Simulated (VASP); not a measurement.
Crystal: Rh.

```xyz
1
Lattice="0.0000 1.8979 1.8979 1.8979 0.0000 1.8979 1.8979 1.8979 0.0000" Properties=species:S:1:pos:R:3 pbc="T T T"
Rh    0.0000    0.0000    0.0000
```

* Program: VASP 6.6.1
* Task: relaxation of cell and atoms
* Functional: RPBE
* Dispersion: D4
* Potentials or basis: VASP PAW PBE potentials, release 54 (Rh)
* Cutoff: 580 eV
* k mesh: 12 × 12 × 12
* Occupations: methfessel-paxton, width 0.2 eV
* Spin: no spin polarisation
* Hubbard terms: Rh d U = 4 eV

At the start: pressure -18.4 GPa; volume 13.67 Å³/atom.

How do energy, volume and symmetry change on relaxing?

Over 5 steps the energy falls by 60.9 meV/atom and the volume is 12.68 Å³/atom (-7.2 %); space group Fm-3m (No. 225, to 0.05 Å).

Step by step:
| step | energy change (eV) | largest force (eV/Å) | pressure (GPa) | volume (Å³) |
| --- | --- | --- | --- | --- |
| 1 | 0.0000 | 0.0000 | -18.38 | 13.67 |
| 2 | 0.3036 | 0.0000 | 72.34 | 10.80 |
| 3 | -0.0607 | 0.0000 | -1.24 | 12.74 |
| 4 | -0.0609 | 0.0000 | -0.30 | 12.70 |
| 5 | -0.0609 | 0.0000 | 0.15 | 12.68 |

Final structure:
```xyz
1
Lattice="0.0000 1.8510 1.8510 1.8510 0.0000 1.8510 1.8510 1.8510 0.0000" Properties=species:S:1:pos:R:3 pbc="T T T"
Rh    0.0000    0.0000    0.0000
```

Caveat: the PAW data sets were made with another functional, which shifts forces and pressure a little; U without spin polarisation on a metal has little footing; pairwise dispersion overbinds metals, which lowers pressure and volume; the U is typed as a test and isn't derived for this compound.
